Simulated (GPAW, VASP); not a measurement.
This is a calculation of SnO for GPAW 26.7.0 (ASE script). The cell is a database's computed one, not the measured one.

run.py

```python
from ase.dft.bandgap import bandgap
from ase.io import read, write
from ase.units import Bohr, GPa
from gpaw import GPAW, PW
from gpaw.elf import elf_from_dft_calculation

atoms = read('SnO.xyz')

calc = GPAW(mode=PW(800),
            xc='PBE',
            kpts={'size': (7, 7, 6), 'gamma': True},
            occupations={'name': 'methfessel-paxton', 'order': 0, 'width': 0.02},
            nbands=33,
            convergence={'density': 1e-05, 'energy': 1e-05},
            maxiter=150,
            txt='gpaw.txt')
atoms.calc = calc
energy = atoms.get_potential_energy()
forces = atoms.get_forces()
stress = atoms.get_stress()
calc.write('gs.gpw')
write('result.traj', atoms)
print(f'Energy: {energy:.6f} eV')
print('Forces (eV/A):')
print(forces.round(4))
print('Stress (GPa):', (stress / GPa).round(3))
print('Fermi level:', round(calc.get_fermi_level(), 4), 'eV')
print(f'Gap: {bandgap(calc)[0]:.4f} eV, direct: {bandgap(calc, direct=True)[0]:.4f} eV')

# fields on the real-space grid
write('density.cube', atoms, data=calc.get_pseudo_density() * Bohr**3)
write('potential.cube', atoms, data=calc.get_electrostatic_potential())
write('elf.cube', atoms, data=elf_from_dft_calculation(calc).data)
```

Contents of SnO.xyz:

```xyz
4
Lattice="3.8136952200 0.0000000000 0.0000000000 0.0000000000 3.8136952200 0.0000000000 0.0000000000 0.0000000000 4.8869133000" Properties=species:S:1:pos:R:3 pbc="T T T"
Sn     1.9068476100      0.0000000000      3.7366616531
Sn     0.0000000000      1.9068476100      1.1502516469
O      0.0000000000      0.0000000000      0.0000000000
O      1.9068476100      1.9068476100      0.0000000000
```

Potentials or basis: GPAW PAW data sets (gpaw-data 1.2.1), pw.

The run is started by

```bash
$ OMP_NUM_THREADS=1 python run.py
```

Q: What does the same run look like in VASP 6.6.1? Potentials or basis there: PBE PAW files O, Sn_d, 520 eV.

A: As run (cutoffs and basis follow the program's own potentials, and thresholds, step limits or extra output files can differ):

The input INCAR:

```
SYSTEM = SnO
PREC     = Accurate       ! precision mode
ENCUT    = 520            ! plane-wave cutoff, eV
EDIFF    = 1E-6           ! SCF threshold, eV
ISMEAR   = 0              ! smearing method
SIGMA    = 0.02           ! smearing width, eV
LREAL    = .FALSE.        ! projectors in reciprocal space
LASPH    = .TRUE.         ! aspherical terms in the spheres
NELM     = 100            ! most SCF steps
ALGO     = Fast           ! electronic algorithm
ISIF     = 2              ! what is computed and relaxed
LWAVE    = .FALSE.        ! write WAVECAR
LCHARG   = .FALSE.        ! write CHGCAR
GGA      = PE             ! functional
NBANDS   = 28             ! bands
```

File KPOINTS:

```
regular mesh
0
G
  7 7 6
  0 0 0
```

The input POSCAR:

```
SnO
1.0
    3.8136952200      0.0000000000      0.0000000000
    0.0000000000      3.8136952200      0.0000000000
    0.0000000000      0.0000000000      4.8869133000
Sn O
2 2
Direct
    0.5000000000      0.0000000000      0.7646261400
    0.0000000000      0.5000000000      0.2353738600
    0.0000000000      0.0000000000      0.0000000000
    0.5000000000      0.5000000000      0.0000000000
```

Potentials or basis: VASP PAW PBE potentials, release 64 (Sn_d, O).

Command:

```sh
$ cat potpaw_PBE.64/Sn_d/POTCAR potpaw_PBE.64/O/POTCAR > POTCAR
$ mpirun -np 1 vasp_std > vasp.out
```

Both were run:

|  | GPAW | VASP |
| --- | --- | --- |
| Pressure | 2.8 GPa | 3.8 GPa |

Pressure is positive in compression.
